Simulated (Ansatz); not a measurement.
Runs of Ansatz 0.2.0 on TiO2. Symmetry: Imma, No. 74, orthorhombic system. Conventional cell: a = 5.946 Å, b = 6.575 Å, c = 6.575 Å, α = 90.00°, β = 90.00°, γ = 90.00°. Ti (site symmetry 2/m) is surrounded by 6 O at 1.96 to 2.00 Å. Ti (site symmetry mm2) has 6 O at 1.94 to 2.00 Å as nearest neighbours. O (site symmetry m) has 3 Ti at 1.94 to 2.00 Å as nearest neighbours. O (site symmetry m) has 3 Ti at 1.96 to 2.00 Å as nearest neighbours. The cell is a database's computed one.

```csv
task,level,U,cell,k mesh,cutoff (eV),hubbard projectors,double counting,gap on the mesh (eV),pressure (GPa),relaxed volume (Å³/atom),largest force (eV/Å)
relaxation of cell and atoms,PBEsol+U,Ti d U = 3 eV,relaxed,6 × 6 × 6,420,ortho-atomic (the default),fll (the default),2.18,0.0,10.43,-
single point,PBE,-,as given,8 × 8 × 8,420,-,-,(b),-1.4,-,0.06
relaxation of cell and atoms,r2SCAN,-,relaxed,6 × 6 × 6,500,-,-,2.22,0.0,10.40,-
single point,PBE,-,as given,6 × 6 × 6,250,-,-,(a),-10.1,-,0.17
relaxation of cell and atoms,PBE,-,relaxed,6 × 6 × 6,420,-,-,1.86,0.0,10.65,-
```

Alike in all rows: potentials or basis Ansatz PAW; no spin polarisation; smearing fermi-dirac 0.05 eV.

Task: Fill in the values left out.

Result: (a) 1.78; (b) 1.84.

Caveats: the plane-wave basis is chosen anew once the cell has moved, so the energies of steps on either side of that aren't comparable (some runs); the PAW data sets come from PBE, with cores solved anew for the run's functional, which leaves a small shift of forces and pressure (some runs); the pressure holds a Pulay correction of +101.6 GPa for the finite cutoff (some runs); the cutoff lies under the one recommended for these potentials (some runs).

A k mesh can miss the band edges.
